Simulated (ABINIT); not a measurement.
# BN (P6_3mc) in ABINIT: further runs

Runs on BN. Level: PBE. Tasks: relaxation of cell and atoms.

Program: ABINIT 10.8.3 (patched build). These are calculated values, not measurements. Logs are shortened: lines on timing, memory, paths and dates and some standing lists are left out, and cuts for length are marked. The log counts tension as positive stress, the text compression.

### Step 1. The structure

Symmetry: P6_3mc, No. 186, hexagonal system. Conventional cell: a = 2.554 Å, b = 2.554 Å, c = 4.227 Å, α = 90.00°, β = 90.00°, γ = 120.00°. N (site symmetry 3m) has 4 B at 1.57 to 1.58 Å as nearest neighbours. B (site symmetry 3m) has 4 N at 1.57 to 1.58 Å as nearest neighbours.

Measurements of this composition are mostly on another form, of space group No. 194.

### Step 2. Relaxation of cell and atoms, PBE, target pressure 10 GPa, at which the enthalpy is minimised

run.abi reads:

```
# Pseudopotentials
pp_dirpath "./"
pseudos "N.GGA_PBE-JTH.xml, B.GGA_PBE-JTH.xml"

# Structure
acell 2.5539396017 2.5539396017 4.226855 Angstrom
rprim
     1.0000000000     0.0000000000     0.0000000000
    -0.5000000000     0.8660254038     0.0000000000
     0.0000000000     0.0000000000     1.0000000000
ntypat 2
znucl 7 5
natom 4
typat 1 1 2 2
xcart
    -0.0000000002     1.4745177166     0.5295234870
     1.2769698010     0.7372588582     2.6429509870
    -0.0000000002     1.4745177166     2.1122608880
     1.2769698010     0.7372588582     4.2256883880 Angstrom
chkprim 0
chksymtnons 0
tolsym 1.0e-6

# Plane-wave basis
ecut 26.0
pawecutdg 48.0
pawxcdev 0
pawovlp -1

# k points
kptopt 1
ngkpt 12 12 6
nshiftk 1
shiftk 0.0 0.0 0.0

# Exchange and correlation
ixc 11

# Bands and occupations
nband 12
occopt 3
tsmear 0.05 eV

# SCF cycle
nstep 100
tolvrs 1.0e-9

# Output
iomode 3
prtwf 0
prtden 0
prteig 0
prtebands 0
enunit 2

# Relaxation
ionmov 2
ntime 60
tolmxf 0.0001
optcell 2
dilatmx 1.08
ecutsm 0.5
strtarget 3*-3.398931e-04 3*0.0
```

Potentials or basis: JTH PAW PBE v2.0.

The run is started by

```sh
abinit run.abi > log 2>&1
```

run.abo:

```text
.Version 10.8.3 of ABINIT
 Symmetries : space group P6_3 m c (#186); Bravais hP (primitive hexag.)
================================================================================
 Values of the parameters that define the memory need of the present run
     intxc =       0    ionmov =       2      iscf =      17    lmnmax =       8
     lnmax =       4     mgfft =      40  mpssoang =       2    mqgrid =    3001
     natom =       4  nloc_mem =       2    nspden =       1   nspinor =       1
    nsppol =       1      nsym =      12    n1xccc =       1    ntypat =       2
    occopt =       3   xclevel =       2
       mpw =        1308          nfft =       23040          nkpt =          76
 PAW method is used; the additional fine FFT grid is defined by:
   mgfftf=        54    nfftf =     69984
================================================================================
================================================================================

--------------------------------------------------------------------------------
------------- Echo of variables that govern the present computation ------------
--------------------------------------------------------------------------------
 -outvars: echo values of preprocessed input variables --------
            acell      4.8262463893E+00  4.8262463893E+00  7.9875983239E+00 Bohr
              amu      1.40067400E+01  1.08110000E+01
          chkprim           0
      chksymtnons           0
          dilatmx      1.08000000E+00
             ecut      2.60000000E+01 Hartree
           ecutsm      5.00000000E-01 Hartree
           enunit           2
           ionmov           2
                       outvar_i_n : Printing only first  50 k-points.
              ixc          11
                       outvar_i_n : Printing only first  50 k-points.
         kptrlatt       12    0    0      0   12    0      0    0    6
          kptrlen      4.79255899E+01
            natom           4
            nband          12
            ngfft          24      24      40
          ngfftdg          36      36      54
             nkpt          76
            nstep         100
             nsym          12
            ntime          60
           ntypat           2
                       prtocc : prtvol=0, do not print more k-points.
           occopt           3
          optcell           2
        pawecutdg      4.80000000E+01 Hartree
          pawovlp     -1.0000000000E+00
         pawxcdev           0
           prtden           0
        prtebands           0
           prteig           0
            prtwf           0
            rprim      1.0000000000E+00  0.0000000000E+00  0.0000000000E+00
                      -5.0000000000E-01  8.6602540380E-01  0.0000000000E+00
                       0.0000000000E+00  0.0000000000E+00  1.0000000000E+00
          spgroup         186
        strtarget     -3.39893100E-04 -3.39893100E-04 -3.39893100E-04
                       0.00000000E+00  0.00000000E+00  0.00000000E+00
           tolmxf      1.00000000E-04
           tolsym      1.00000000E-06
           tolvrs      1.00000000E-09
           tsmear      1.83746611E-03 Hartree
            typat      1  1  2  2
           useylm           1
                       outvars : Printing only first  50 k-points.
           xangst     -2.4999871910E-11  1.4745177165E+00  5.2952348700E-01
                       1.2769698008E+00  7.3725885826E-01  2.6429509870E+00
                      -2.4999871910E-11  1.4745177165E+00  2.1122608880E+00
                       1.2769698008E+00  7.3725885826E-01  4.2256883880E+00
            xcart     -4.7242911093E-11  2.7864346521E+00  1.0006543677E+00
                       2.4131231946E+00  1.3932173260E+00  4.9944535296E+00
                      -4.7242911093E-11  2.7864346521E+00  3.9915945848E+00
                       2.4131231946E+00  1.3932173260E+00  7.9853937467E+00
             xred      3.3333333332E-01  6.6666666666E-01  1.2527600000E-01
                       6.6666666665E-01  3.3333333332E-01  6.2527600000E-01
                       3.3333333332E-01  6.6666666666E-01  4.9972400000E-01
                       6.6666666665E-01  3.3333333332E-01  9.9972400000E-01
            znucl        7.00000    5.00000

================================================================================

 chkinp: Checking input parameters for consistency.

================================================================================
== DATASET  1 ==================================================================

--- !DatasetInfo
[... 485 lines left out ...]
  0.00000000000000E+00  0.00000000000000E+00 -3.39900448931009E-04
 Total energy (etotal) [Ha]= -2.59540211730979E+01

 Difference of energy with previous step (new-old):
           Absolute (Ha)= 6.48367E-06
           Relative     = 2.49814E-07

 At Broyd/MD step   4, gradients are converged :
  max grad (force/stress) = 6.6796E-05 < tolmxf= 1.0000E-04 ha/bohr (free atoms)

================================================================================

 ----iterations are completed or convergence reached----

 Mean square residual over all n,k,spin=   17.592E-11; max=  12.548E-08
 reduced coordinates (array xred) for    4 atoms
       0.333333333319      0.666666666657      0.125293350440
       0.666666666652      0.333333333324      0.625293350440
       0.333333333319      0.666666666657      0.499706649560
       0.666666666652      0.333333333324      0.999706649560
 rms dE/dt=  4.1109E-04; max dE/dt=  5.1982E-05; dE/dt below (all hartree)
    1       0.000000000000      0.000000000000     -0.001005626925
    2       0.000000000000      0.000000000000     -0.001005626925
    3      -0.000000000000      0.000000000000      0.000051982153
    4       0.000000000000      0.000000000000      0.000051982153

 cartesian coordinates (angstrom) at end:
    1     -0.00000000002479     1.46231586205243     0.52489967151255
    2      1.26640268486529     0.73115793101554     2.61958254841034
    3     -0.00000000002479     1.46231586205243     2.09345392460968
    4      1.26640268486529     0.73115793101554     4.18813680150747

 cartesian forces (hartree/bohr) at end:
    1     -0.00000000000000    -0.00000000000000     0.00006679562663
    2     -0.00000000000000    -0.00000000000000     0.00006679562663
    3      0.00000000000000     0.00000000000000    -0.00006679562663
    4     -0.00000000000000    -0.00000000000000    -0.00006679562663
 frms,max,avg= 3.8564473E-05 6.6795627E-05   0.000E+00  0.000E+00  6.023E-05 h/b

 cartesian forces (eV/Angstrom) at end:
    1     -0.00000000000000    -0.00000000000000     0.00343476922191
    2     -0.00000000000000    -0.00000000000000     0.00343476922191
    3      0.00000000000000     0.00000000000000    -0.00343476922191
    4     -0.00000000000000    -0.00000000000000    -0.00343476922191
 frms,max,avg= 1.9830649E-03 3.4347692E-03   0.000E+00  0.000E+00  3.097E-03 e/A
 length scales=  4.786308479113  4.786308479178  7.916753915931 bohr
              =  2.532805369780  2.532805369814  4.189365753796 angstroms
 Fermi (or HOMO) energy (hartree) =   0.38702   Average Vxc (hartree)=  -0.47318
 Eigenvalues (hartree) for nkpt=  76  k points:
 kpt#   1, nband= 12, wtk=  0.00116, kpt=  0.0000  0.0000  0.0000 (reduced coord)
  -0.42442   -0.26911   -0.07463    0.25308    0.25308    0.32206    0.33255    0.33255
   0.64179    0.64179    0.65153    0.68893
      occupation numbers for kpt#   1
   2.00000    2.00000    2.00000    2.00000    2.00000    2.00000    2.00000    2.00000
   0.00000    0.00000    0.00000    0.00000
 prteigrs : prtvol=0 or 1, do not print more k-points.

 Fermi (or HOMO) energy (eV) =  10.53131   Average Vxc (eV)= -12.87578
 Eigenvalues (   eV  ) for nkpt=  76  k points:
 kpt#   1, nband= 12, wtk=  0.00116, kpt=  0.0000  0.0000  0.0000 (reduced coord)
 -11.54909   -7.32277   -2.03083    6.88654    6.88654    8.76383    9.04905    9.04905
  17.46408   17.46408   17.72914   18.74666
 prteigrs : prtvol=0 or 1, do not print more k-points.

--- !EnergyTerms
iteration_state     : {dtset: 1, itime: 4, icycle: 1, }
comment             : Components of total free energy in Hartree
kinetic             :  1.59752825053917E+01
hartree             :  3.62480368462156E+00
xc                  : -7.84803971774670E+00
Ewald energy        : -2.64384457932061E+01
psp_core            :  1.48493037228658E+00
local_psp           : -1.55263850487504E+01
PAW spherical_terms :  2.77383629597746E+00
internal            : -2.59540177014258E+01
'-kT*entropy'       :  1.24316184456963E-15
total_energy        : -2.59540177014258E+01
total_energy_eV     : -7.06244800308527E+02
...

--- !EnergyTermsDC
iteration_state     : {dtset: 1, itime: 4, icycle: 1, }
comment             : '"Double-counting" decomposition of free energy'
band_energy         :  5.45509244083975E-01
Ewald energy        : -2.64384457932061E+01
psp_core            :  1.48493037228658E+00
xc_dc               : -2.02076176690744E+00
PAW spherical_terms :  4.74746770645113E-01
internal            : -2.59540211730979E+01
'-kT*entropy'       :  1.24316184456963E-15
total_energy_dc     : -2.59540211730979E+01
total_energy_dc_eV  : -7.06244894777535E+02
...

--- !EnergyTermsWithPAWCore
iteration_state     : {dtset: 1, itime: 4, icycle: 1, }
comment             : 'Components of total free energy, including PAW core contributions'
Total energy        : -1.59391525540727E+02
Total energy DC     : -1.59391529012399E+02
Total energy (eV)   : -4.33726436582486E+03
Total energy DC (eV): -4.33726446029387E+03
...

 rms coord change=  1.0017E-05   atom, delta coord (reduced):
     1        0.000000000000      0.000000000000      0.000017350435
     2        0.000000000000      0.000000000000      0.000017350435
     3        0.000000000000      0.000000000000     -0.000017350435
     4        0.000000000000      0.000000000000     -0.000017350435

 Cartesian components of stress tensor (hartree/bohr^3)
  sigma(1 1)= -3.39720996E-04  sigma(3 2)=  0.00000000E+00
  sigma(2 2)= -3.39720996E-04  sigma(3 1)=  0.00000000E+00
  sigma(3 3)= -3.39900449E-04  sigma(2 1)=  0.00000000E+00

-Cartesian components of stress tensor (GPa)         [Pressure=  9.9967E+00 GPa]
- sigma(1 1)= -9.99493678E+00  sigma(3 2)=  0.00000000E+00
- sigma(2 2)= -9.99493679E+00  sigma(3 1)=  0.00000000E+00
- sigma(3 3)= -1.00002165E+01  sigma(2 1)=  0.00000000E+00

== END DATASET(S) ==============================================================
================================================================================

 -outvars: echo values of variables after computation  --------
            acell      4.7863084791E+00  4.7863084792E+00  7.9167539159E+00 Bohr
           etotal     -2.5954021173E+01
            fcart     -5.6257243655E-29 -3.2480134767E-29  6.6795626628E-05
                      -5.6257243655E-29 -3.2480134767E-29  6.6795626628E-05
                       1.6877173096E-28  9.7440404302E-29 -6.6795626628E-05
                      -5.6257243655E-29 -3.2480134767E-29 -6.6795626628E-05
            rprim      1.0000000000E+00  0.0000000000E+00  0.0000000000E+00
                      -4.9999999999E-01  8.6602540379E-01  0.0000000000E+00
                       0.0000000000E+00  0.0000000000E+00  1.0000000000E+00
           strten     -3.3972099613E-04 -3.3972099645E-04 -3.3990044893E-04
                       0.0000000000E+00  0.0000000000E+00  0.0000000000E+00
           xangst     -2.4792959169E-11  1.4623158621E+00  5.2489967151E-01
                       1.2664026849E+00  7.3115793102E-01  2.6195825484E+00
                      -2.4792959169E-11  1.4623158621E+00  2.0934539246E+00
                       1.2664026849E+00  7.3115793102E-01  4.1881368015E+00
             xred      3.3333333332E-01  6.6666666666E-01  1.2529335044E-01
                       6.6666666665E-01  3.3333333332E-01  6.2529335044E-01
                       3.3333333332E-01  6.6666666666E-01  4.9970664956E-01
                       6.6666666665E-01  3.3333333332E-01  9.9970664956E-01
 Calculation completed.
```

Run time: 86 s. Hardware: 1 thread of Arm Neoverse V2, shared host; peak memory 0.13 GiB.

Results:

```
Free energy                                            : -706.2449 eV
Relaxed volume                                         : 5.82 Å³/atom
Relaxed cell                                           : a = 2.533 Å, b = 2.533 Å, c = 4.189 Å, α = 90.00°, β = 90.00°, γ = 120.00°
Space group after relaxing (to 0.05 Å)                 : P6_3mc (No. 186)
Energy change on relaxing (the enthalpy is what falls) : +4.6 meV/atom
Ionic steps                                            : 4
Pressure after relaxing                                : 10.0 GPa
Largest force after relaxing                           : 0.003 eV/Å
Band gap on the k mesh                                 : 5.15 eV, indirect (least direct gap 8.34 eV)
Valence electrons inside the program's atomic spheres  : N 2.69; B 2.11
```

Forces in eV/Å, atoms in the order of the input:
```
N    0.000  0.000  0.003
N    0.000  0.000  0.003
B    0.000  0.000 -0.003
B    0.000  0.000 -0.003
```

The path:
```
step  energy change (eV)  largest force (eV/Å)  pressure (GPa)  volume (Å³)
   1              0.0000                0.0135            0.04        23.88
   2              0.0264                0.0173           12.10        23.16
   3              0.0182                0.0064            9.95        23.28
   4              0.0183                0.0034           10.00        23.27
```

Final structure:
```
N B
1.0
     2.53281    0.00000    0.00000
    -1.26640    2.19347    0.00000
     0.00000    0.00000    4.18937
N B
2 2
Direct
  0.33333 0.66667 0.12529
  0.66667 0.33333 0.62529
  0.33333 0.66667 0.49971
  0.66667 0.33333 0.99971
```

Levels at points of the mesh, in eV from the valence-band top:
```
           k point  band 5  band 6  band 7  band 8  band 9  band 10  band 11  band 12
(0.00, 0.00, 0.00)   -2.16   -0.29    0.00    0.00    8.42     8.42     8.68     9.70
(0.50, 0.00, 0.00)   -7.01   -5.07   -4.50   -2.15    6.76     8.01    10.67    11.61
(0.00, 0.00, 0.50)   -1.20   -1.20   -1.20   -1.20    9.62     9.62    10.00    10.00
(0.50, 0.00, 0.50)   -3.83   -3.83   -3.63   -3.63    6.64     6.64    10.13    10.13
```

A k mesh can miss the band edges.

### Step 3. Relaxation of cell and atoms, PBE, target pressure 20 GPa, at which the enthalpy is minimised

Changes to run.abi since step 2:

```diff
@@ -62,2 +62,2 @@
 ecutsm 0.5
-strtarget 3*-3.398931e-04 3*0.0
+strtarget 3*-6.797862e-04 3*0.0
```

Potentials or basis: JTH PAW PBE v2.0.

The run is started by

```sh
abinit run.abi > log 2>&1
```

Wall time 1.8 min (1 thread of Arm Neoverse V2, shared host); peak memory 0.13 GiB.

Results (log left out):

```yaml
Free_energy: -706.1948 eV
Relaxed_volume: 5.68 Å³/atom
Relaxed_cell: a = 2.513 Å, b = 2.513 Å, c = 4.157 Å, α = 90.00°, β = 90.00°, γ = 120.00°
Space_group_after_relaxing_to_0.05_Å: P6_3mc (No. 186)
Energy_change_on_relaxing_the_enthalpy_is_what_falls: +17.1 meV/atom
Ionic_steps: 5
Pressure_after_relaxing: 20.0 GPa
Band_gap_on_the_k_mesh: 5.10 eV, indirect (least direct gap 8.45 eV)
```

Forces in eV/Å, atoms in the order of the input:
```
N    0.000  0.000  0.003
N    0.000  0.000  0.003
B    0.000  0.000 -0.003
B    0.000  0.000 -0.003
```

The path:
| step | energy change (eV) | largest force (eV/Å) | pressure (GPa) | volume (Å³) |
| --- | --- | --- | --- | --- |
| 1 | 0.0000 | 0.0135 | 0.04 | 23.88 |
| 2 | 0.1092 | 0.0425 | 25.79 | 22.45 |
| 3 | 0.0666 | 0.0152 | 19.73 | 22.75 |
| 4 | 0.0682 | 0.0079 | 19.99 | 22.74 |
| 5 | 0.0684 | 0.0025 | 20.02 | 22.73 |

Final structure:
```
N B
1.0
     2.51288    0.00000    0.00000
    -1.25644    2.17622    0.00000
     0.00000    0.00000    4.15713
N B
2 2
Direct
  0.33333 0.66667 0.12538
  0.66667 0.33333 0.62538
  0.33333 0.66667 0.49962
  0.66667 0.33333 0.99962
```

Levels at points of the mesh, in eV from the valence-band top:
```
           k point  band 5  band 6  band 7  band 8  band 9  band 10  band 11  band 12
(0.00, 0.00, 0.00)   -2.22   -0.31    0.00    0.00    8.51     8.51     8.81     9.99
(0.50, 0.00, 0.00)   -7.16   -5.19   -4.63   -2.20    6.84     8.07    10.78    11.83
(0.00, 0.00, 0.50)   -1.23   -1.23   -1.23   -1.23    9.84     9.84    10.12    10.12
(0.50, 0.00, 0.50)   -3.93   -3.93   -3.72   -3.72    6.72     6.72    10.29    10.29
```

Caveat: the atomic spheres overlap.

### Step 4. Relaxation of cell and atoms, PBE, target pressure 30 GPa, at which the enthalpy is minimised

Changes to run.abi since step 3:

```diff
@@ -62,2 +62,2 @@
 ecutsm 0.5
-strtarget 3*-6.797862e-04 3*0.0
+strtarget 3*-1.019679e-03 3*0.0
```

The run is started by

```sh
abinit run.abi > log 2>&1
```

Wall time 2.1 min (1 thread of Arm Neoverse V2, shared host); peak memory 0.13 GiB.

It converged, with:

```yaml
Free_energy: -706.1192 eV
Relaxed_volume: 5.56 Å³/atom
Relaxed_cell: a = 2.495 Å, b = 2.495 Å, c = 4.128 Å, α = 90.00°, β = 90.00°, γ = 120.00°
Space_group_after_relaxing_to_0.05_Å: P6_3mc (No. 186)
Energy_change_on_relaxing_the_enthalpy_is_what_falls: +36.0 meV/atom
Ionic_steps: 6
Pressure_after_relaxing: 30.0 GPa
Band_gap_on_the_k_mesh: 5.04 eV, indirect (least direct gap 8.54 eV)
```

Step by step:
| step | energy change (eV) | largest force (eV/Å) | pressure (GPa) | volume (Å³) |
| --- | --- | --- | --- | --- |
| 1 | 0.0000 | 0.0135 | 0.04 | 23.88 |
| 2 | 0.2531 | 0.0686 | 41.19 | 21.75 |
| 3 | 0.1379 | 0.0235 | 29.31 | 22.28 |
| 4 | 0.1438 | 0.0122 | 29.98 | 22.25 |
| 5 | 0.1442 | 0.0047 | 30.02 | 22.25 |
| 6 | 0.1441 | 0.0002 | 30.01 | 22.25 |

Final structure:
```cif
data_structure
_symmetry_space_group_name_H-M 'P 1'
_symmetry_Int_Tables_number 1
_cell_length_a 2.4946
_cell_length_b 2.4946
_cell_length_c 4.1279
_cell_angle_alpha 90.000
_cell_angle_beta 90.000
_cell_angle_gamma 120.000
_cell_volume 22.25
loop_
_atom_site_label
_atom_site_type_symbol
_atom_site_fract_x
_atom_site_fract_y
_atom_site_fract_z
_atom_site_occupancy
N1 N 0.33333 0.66667 0.12547 1
N2 N 0.66667 0.33333 0.62547 1
B1 B 0.33333 0.66667 0.49953 1
B2 B 0.66667 0.33333 0.99953 1
```

Levels at points of the mesh, in eV from the valence-band top:
| k point | band 6 | band 7 | band 8 | band 9 | band 10 | band 11 |
| --- | --- | --- | --- | --- | --- | --- |
| (0.00, 0.00, 0.00) | -0.33 | 0.00 | 0.00 | 8.59 | 8.59 | 8.92 |
| (0.50, 0.00, 0.00) | -5.31 | -4.76 | -2.25 | 6.92 | 8.13 | 10.88 |
| (0.00, 0.00, 0.50) | -1.26 | -1.26 | -1.26 | 10.04 | 10.04 | 10.23 |
| (0.50, 0.00, 0.50) | -4.02 | -3.81 | -3.81 | 6.80 | 6.80 | 10.44 |

Caveat: the atomic spheres overlap.

### Step 5. The runs side by side

```tsv
cell	gap on the mesh (eV)	pressure (GPa)
relaxed to 10 GPa	5.15	10.0
relaxed to 20 GPa	5.10	20.0
relaxed to 30 GPa	5.04	30.0
```

Alike in all rows: task relaxation of cell and atoms; level PBE; potentials or basis JTH PAW PBE v2.0; no spin polarisation; k mesh 12 × 12 × 6; cutoff (eV) 707; smearing fermi-dirac 0.05 eV.

Caveats: the atomic spheres overlap (some runs).

Absolute energies hang on the potentials; compare differences alone.
